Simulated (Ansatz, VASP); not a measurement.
# Two plane-wave programs on GaAs

INCAR

```
PREC = Accurate
ENCUT = 520
EDIFF = 1E-6
ISMEAR = 0
SIGMA = 0.05
LREAL = F
LASPH = T
NELM = 100
ALGO = Normal
ISIF = 2
LWAVE = F
LCHARG = T
GGA = PS
LELF = T
LVHAR = T
NBANDS = 16
```

Contents of KPOINTS:

```
regular mesh
0
Gamma
  8 8 8
```

POSCAR

```
GaAs
1.0
    0.0000000000      2.8678638589      2.8678638589
    2.8678638589      0.0000000000      2.8678638589
    2.8678638589      2.8678638589      0.0000000000
Ga As
1 1
Direct
    0.0000000000      0.0000000000      0.0000000000
    0.7500000000      0.7500000000      0.7500000000
```

Input for Ansatz:

```yaml
crystal:
  lattice:
    - [0.0, 2.8678638589, 2.8678638589]
    - [2.8678638589, 0.0, 2.8678638589]
    - [2.8678638589, 2.8678638589, 0.0]
  atoms:
    - { symbol: Ga, position: [0.0, 0.0, 0.0] }
    - { symbol: As, position: [0.75, 0.75, 0.75] }
basis:
  ecutwfc: 420
  ecutrho_ratio: 4
kpoints:
  mp_grid: { grid: [8, 8, 8] }
hamiltonian:
  xc: pbesol
scf:
  occupations: { method: gaussian, width: 0.05 }
output:
  forces: true
  stress: true
  eigenvalues: true
```

Alike in both runs: task single point; functional PBEsol; k mesh 8 × 8 × 8; occupations gaussian, width 0.05 eV; no spin polarisation.

|  | VASP | Ansatz |
| --- | --- | --- |
| version | VASP 6.6.1 | Ansatz 0.2.0 |
| potentials or method | VASP PAW PBE potentials, release 64 (Ga_d, As) | scalar-relativistic, plane waves, PAW |
| plane-wave cutoff (eV) | 520 | 420 |
| valence electrons in the cell | 18 | 28 |

VASP gave:

* gap on the k mesh at the Fermi level (eV): 0.14
* least direct gap on the mesh (eV): 0.14
* pressure (GPa): -2.4

Q: Which values does Ansatz return?

A: gap on the k mesh at the Fermi level (eV): 0.13; least direct gap on the mesh (eV): 0.13; pressure (GPa): -2.6.

With one functional, cell and mesh, what is left measures potentials, basis and numerics. The two sets of potentials don't hold the same shells in valence.

Caveats: the PAW data sets were made with another functional, which shifts forces and pressure a little (VASP).
